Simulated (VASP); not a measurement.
# Settings for Al₂Pt: self-consistent run

Al₂Pt, P1 (no. 1), 54 atoms in the cell. PBE; PAW potentials Pt, Al (PBE set). VASP 6.6.1.

Wanted: energy within 2 meV/atom; forces within 0.01 eV/Å.

What the run is for: forces in a large cell; Accuracy asked: standard; Cell repeated: 3 × 3 × 2.

POSCAR:
```
Al2Pt
1.0
    0.0000000000      8.8650000000      8.8650000000
    8.8650000000      0.0000000000      8.8650000000
    5.9100000000      5.9100000000      0.0000000000
Pt Al
18 36
Direct
    0.0046770000     -0.0070220000     -0.0043340000
    0.0019870000     -0.0015970000      0.4937200000
   -0.0010790000      0.3316570000     -0.0035470000
   -0.0000510000      0.3317000000      0.5006690000
   -0.0036670000      0.6687320000      0.0066110000
    0.0046090000      0.6666440000      0.5026540000
    0.3325290000     -0.0044910000      0.0076740000
    0.3316050000      0.0010920000      0.5049790000
    0.3319430000      0.3417290000     -0.0009230000
    0.3295430000      0.3335710000      0.4969570000
    0.3336560000      0.6649730000      0.0014200000
    0.3423920000      0.6621790000      0.5044260000
    0.6684950000      0.0009420000     -0.0058840000
    0.6665120000      0.0008390000      0.4963490000
    0.6654130000      0.3304860000      0.0013270000
[... 26 lines left out ...]
    0.0845310000      0.7464200000      0.6292900000
    0.4134280000      0.0811350000      0.1270050000
    0.4178810000      0.0825180000      0.6233750000
    0.4189460000      0.4214920000      0.1223020000
    0.4154700000      0.4178710000      0.6304530000
    0.4157240000      0.7439890000      0.1307700000
    0.4161960000      0.7487870000      0.6287010000
    0.7495510000      0.0817320000      0.1235810000
    0.7466600000      0.0771770000      0.6286950000
    0.7552390000      0.4143340000      0.1306330000
    0.7480790000      0.4194460000      0.6228070000
    0.7461820000      0.7517600000      0.1244860000
    0.7521900000      0.7506630000      0.6188030000
```

The series start from Plane-wave cutoff (eV): 280; Projection operators (LREAL): Auto, ROPT -0.00025; Precision mode (PREC): Normal; Electronic threshold (eV): 1e-5; Parallel layout: defaults; Program: vasp_std; Electronic algorithm: ALGO=Normal; Bands a block (NSIM): NSIM=4; Data layout and linear algebra: defaults. Each series keeps the choices made before it, and each single choice may use up half of a tolerance.

## Plane-wave cutoff (eV)

| Plane-wave cutoff (eV) | Energy less reference (meV/atom) | Forces, largest deviation (eV/Å) | SCF iterations | Time (s) |
|---|---|---|---|---|
| 220 | 10.8 | 0.016 | 15 | 12 |
| 240 | 3.7 | 0.012 | 15 | 14 |
| 280 | 0.2 | 0.006 | 15 | 17 |
| 310 | 0.3 | 0.004 | 14 | 17 |
| 380 (reference) | 0.0 | 0.000 | 14 | 19 |

Chosen: 310, the loosest value from which every tighter one stays within half of the tolerance.

## Projection operators (LREAL)

| Projection operators (LREAL) | Energy less reference (meV/atom) | Forces, largest deviation (eV/Å) | SCF iterations | Time (s) |
|---|---|---|---|---|
| Auto, ROPT -0.005 | -0.1 | 0.032 | 14 | 14 |
| Auto, ROPT -0.002 | 2.0 | 0.031 | 14 | 14 |
| Auto, ROPT -0.001 | -2.9 | 0.029 | 14 | 14 |
| Auto, ROPT -0.0005 | -1.1 | 0.024 | 14 | 16 |
| Auto, ROPT -0.00025 | -0.1 | 0.003 | 14 | 17 |
| Auto, ROPT -0.0001 | -0.3 | 0.003 | 14 | 16 |
| False (reference) | 0.0 | 0.000 | 14 | 24 |

Chosen: Auto, ROPT -0.00025.

## Precision mode (PREC)

| Precision mode (PREC) | Energy less reference (meV/atom) | Forces, largest deviation (eV/Å) | SCF iterations | Time (s) |
|---|---|---|---|---|
| SingleN | -3.1 | 0.022 | 14 | 14 |
| Normal | 0.0 | 0.005 | 14 | 17 |
| Accurate (reference) | 0.0 | 0.000 | 14 | 25 |

Chosen: Accurate; the one before it in the list is off by more than half of the tolerance.

## Electronic threshold (eV)

| Electronic threshold (eV) | Energy less reference (meV/atom) | Forces, largest deviation (eV/Å) | SCF iterations | Time (s) |
|---|---|---|---|---|
| 0.001 | 0.0 | 0.003 | 11 | 19 |
| 0.0001 | 0.0 | 0.002 | 12 | 18 |
| 1e-5 | 0.0 | 0.001 | 14 | 25 |
| 1e-6 | 0.0 | 0.000 | 16 | 23 |
| 1e-7 (reference) | 0.0 | 0.000 | 16 | 24 |

Chosen: 0.001.

## Parallel layout

| Parallel layout | Energy less reference (meV/atom) | Forces, largest deviation (eV/Å) | SCF iterations | Time (s) |
|---|---|---|---|---|
| defaults | 0.0 | 0.000 | 11 | 19 |
| NCORE=2 | 0.0 | 0.000 | 11 | 12 |
| NCORE=4 | 0.0 | 0.000 | 11 | 10 |
| NCORE=8 | 0.0 | 0.000 | 11 | 11 |
| NPAR=2 | 0.0 | 0.000 | 11 | 13 |

Chosen: NCORE=4, the fastest of those that stay within half of the tolerance.

## Program

| Program | Energy less reference (meV/atom) | Forces, largest deviation (eV/Å) | SCF iterations | Time (s) |
|---|---|---|---|---|
| vasp_std | 0.0 | 0.000 | 11 | 10 |
| vasp_gam | 0.0 | 0.001 | 11 | 9.8 |

Chosen: vasp_std; no other choice that stays within half of the tolerance saves 30 % of the time.

## Electronic algorithm

| Electronic algorithm | Energy less reference (meV/atom) | Forces, largest deviation (eV/Å) | SCF iterations | Time (s) |
|---|---|---|---|---|
| ALGO=Normal | 0.0 | 0.000 | 11 | 10 |
| ALGO=Fast | 0.0 | 0.004 | 12 | 12 |
| ALGO=VeryFast | 0.0 | 0.003 | 19 | 14 |
| ALGO=All ISEARCH=1 | 0.0 | 0.059 | 14 | 17 |

Chosen: ALGO=Normal.

## Bands a block (NSIM)

| Bands a block (NSIM) | Energy less reference (meV/atom) | Forces, largest deviation (eV/Å) | SCF iterations | Time (s) |
|---|---|---|---|---|
| NSIM=4 | 0.0 | 0.000 | 11 | 10 |
| NSIM=1 | 0.0 | 0.001 | 11 | 13 |
| NSIM=2 | 0.0 | 0.001 | 11 | 13 |
| NSIM=8 | 0.0 | 0.001 | 11 | 12 |
| NSIM=16 | 0.0 | 0.002 | 11 | 13 |

Chosen: NSIM=4.

## Data layout and linear algebra

| Data layout and linear algebra | Energy less reference (meV/atom) | Forces, largest deviation (eV/Å) | SCF iterations | Time (s) |
|---|---|---|---|---|
| defaults | 0.0 | 0.000 | 11 | 10 |
| LPLANE=False | 0.0 | 0.000 | 11 | 16 |
| LSCALAPACK=False | 0.0 | 0.000 | 11 | 10 |
| LSCALU=True | 0.0 | 0.000 | 11 | 9.8 |

Chosen: defaults.

## All choices together

| Input | Energy less reference (meV/atom) | Forces, largest deviation (eV/Å) | Time (s) |
|---|---|---|---|
| the program's defaults (naive) | 4.0 | 0.043 | 10 |
| chosen settings | 0.0 | 0.005 | 10 |
| reference settings throughout | 0.0 | 0.000 | 31 |

The tolerance is met.

## The input

INCAR:
```
SYSTEM = Al2Pt
  GGA = PE
  ISMEAR = 1
  SIGMA = 0.1
  LWAVE = .False.
  LCHARG = .False.
  ISIF = 2
  ISYM = 0
  PREC = Accurate
  LASPH = .True.
  LREAL = Auto
  ALGO = Normal
  EDIFF = 0.001
  NELM = 120
  GGA_COMPAT = .False.
  ENCUT = 310
  ROPT = -0.00025 -0.00025
  NCORE = 4
  NSIM = 4
```

KPOINTS:
```
k-points
0
Gamma
  1 1 1
```

Commands:
```
cat potpaw_PBE.64/Pt/POTCAR potpaw_PBE.64/Al/POTCAR > POTCAR
mpirun -np 8 vasp_std > vasp.out
```

Limits: Only the k mesh 1 × 1 × 1 was run, so its error is untested.

The chosen input took VASP 6.6.1 10 s on 8 cores (Intel Xeon 6975P-C (Granite Rapids)), a shared host.

## An input that fails: Gamma-only program on a mesh of k points

VASP's message: You are using the Gamma-point-only version with more than one k-point or some other non-Gamma k-point.

k mesh: 1 × 1 × 1 becomes 2 × 2 × 2.

Changes against the starting input:
```
- NELM = 120
+ NELM = 53
- vasp_std
+ vasp_gam
(KPOINTS)
-k-points
+Automatic mesh
-  1 1 1
+  2 2 2
+  0 0 0
```
